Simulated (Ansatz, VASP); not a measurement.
# LiF: VASP beside Ansatz

```xyz
2
Lattice="-0.4365 1.8211 1.8211 1.8211 -0.4365 1.8211 1.8211 1.8211 -0.4365" Properties=species:S:1:pos:R:3 pbc="T T T"
Li    0.0000    0.0000    0.0000
F     1.6029    1.6029    1.6029
```

Alike in both runs: task single point; functional PBE; k mesh 12 × 12 × 12; occupations gaussian, width 0.05 eV; no spin polarisation.

|  | VASP | Ansatz |
| --- | --- | --- |
| version | VASP 6.6.1 | Ansatz 0.2.0 |
| potentials or method | VASP PAW PBE potentials, release 64 (Li_sv, F) | scalar-relativistic, plane waves, PAW |
| plane-wave cutoff (eV) | 520 | 420 |
| valence electrons in the cell | 10 | 10 |

|  | VASP | Ansatz | Ansatz less VASP |
| --- | --- | --- | --- |
| gap on the k mesh at the Fermi level (eV) | 8.11 | 8.11 | 0.000 |
| least direct gap on the mesh (eV) | 8.11 | 8.11 | 0.000 |

 PBE gaps usually lie below the measured ones, often by a third to a half. A k mesh can miss the band edges.
